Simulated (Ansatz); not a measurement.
**Convergence test, Al₂Ru**

These are results of DFT PBEsol, scalar-relativistic, plane waves, PAW in Ansatz, not measurements.

```xyz
3
Lattice="-1.5604 1.5604 4.2218 1.5604 -1.5604 4.2218 1.5604 1.5604 -4.2218" Properties=species:S:1:pos:R:3 pbc="T T T"
Al    0.0000    0.0000    5.5660
Al    0.0000    0.0000    2.8776
Ru    0.0000    0.0000    0.0000
```

```
plane-wave cutoff : 420 eV
Γ-centred k-mesh  : 18×18×18
spin treatment    : unpolarised
```

The atoms stay fixed while the occupation rule is varied. ΔE is the energy extrapolated to zero smearing, less that of the reference run (18×18×18 Γ-centred mesh, Gaussian smearing 0.1 eV). The cell isn't necessarily relaxed at this level. Pressure is positive in compression.

| rule, width (eV) | ΔE (meV/atom) | ΔF, free energy (meV/atom) | P (GPa) | largest change of a force component (eV/Å) |
| --- | --- | --- | --- | --- |
| Gaussian 0.1 | 0.00 | 0.00 | -0.43 | 0.000 |
| Gaussian 0.02 | 0.00 | 0.20 | -0.44 | 0.008 |
| Gaussian 0.05 | 0.00 | 0.15 | -0.43 | 0.005 |
| Fermi–Dirac 0.02 | 0.00 | 0.15 | -0.43 | 0.005 |
| Fermi–Dirac 0.5 | 31.7 | -121 | 2.31 | 0.065 |
| Methfessel–Paxton 0.02 | ? | ? | ? | ? |
| Methfessel–Paxton 0.3 | ? | ? | ? | ? |
| Methfessel–Paxton 0.5 | 1.58 | 4.07 | -0.51 | 0.008 |
| cold 0.01 | ? | ? | ? | ? |
| cold 0.02 | 0.00 | 0.21 | -0.44 | 0.009 |
| cold 0.05 | ? | ? | ? | ? |
| cold 0.5 | -1.62 | 5.14 | -0.62 | 0.074 |
| tetrahedron | -0.01 | 0.20 | -0.44 | 0.010 |

Task: Fill in the withheld rows.

Result: The withheld rows:

```
      rule, width (eV)  ΔE (meV/atom)  ΔF, free energy (meV/atom) P (GPa) largest change of a force component (eV/Å)
Methfessel–Paxton 0.02           0.00                        0.21    -0.44                                       0.009
 Methfessel–Paxton 0.3           0.33                        1.26    -0.47                                       0.005
             cold 0.01           0.00                        0.21    -0.44                                       0.009
             cold 0.05           0.00                        0.20    -0.44                                       0.006
```